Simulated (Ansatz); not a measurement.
Runs of Ansatz 0.2.0 on BaZrO3. It takes space group Pm-3m (No. 221, cubic). Conventional cell: a = 4.191 Å, b = 4.191 Å, c = 4.191 Å, α = 90.00°, β = 90.00°, γ = 90.00°. Ba (site symmetry m-3m) has 12 O at 2.96 Å as nearest neighbours. Zr (site symmetry m-3m) is surrounded by 6 O at 2.10 Å. O (site symmetry 4/mmm) is surrounded by 2 Zr at 2.10 Å. 

```csv
level,gap on the mesh (eV),pressure (GPa),relaxed volume (Å³/atom)
revPBE+D3(BJ),3.25,0.0,(a)
RPBE+D3(BJ),3.49,0.0,13.45
revPBE+D4,3.24,0.0,14.96
RPBE+D4,3.24,0.0,(c)
PBEsol+D4,(b),0.0,14.49
```

Alike in all rows: task relaxation of cell and atoms; potentials or basis Ansatz PAW; no spin polarisation; cell relaxed; k mesh 6 × 6 × 6; cutoff (eV) 420; smearing fermi-dirac 0.05 eV.

Q: Estimate the missing entries.

A: (a) 14.88; (b) 3.19; (c) 15.03.

Caveats: the plane-wave basis is chosen anew once the cell has moved, so the energies of steps on either side of that aren't comparable; spin-orbit coupling is left out, which moves the levels of the heavy elements; the PAW data sets come from PBE, with cores solved anew for the run's functional, which leaves a small shift of forces and pressure.

A k mesh can miss the band edges, and the runs leave out spin-orbit coupling on Ba, Zr.
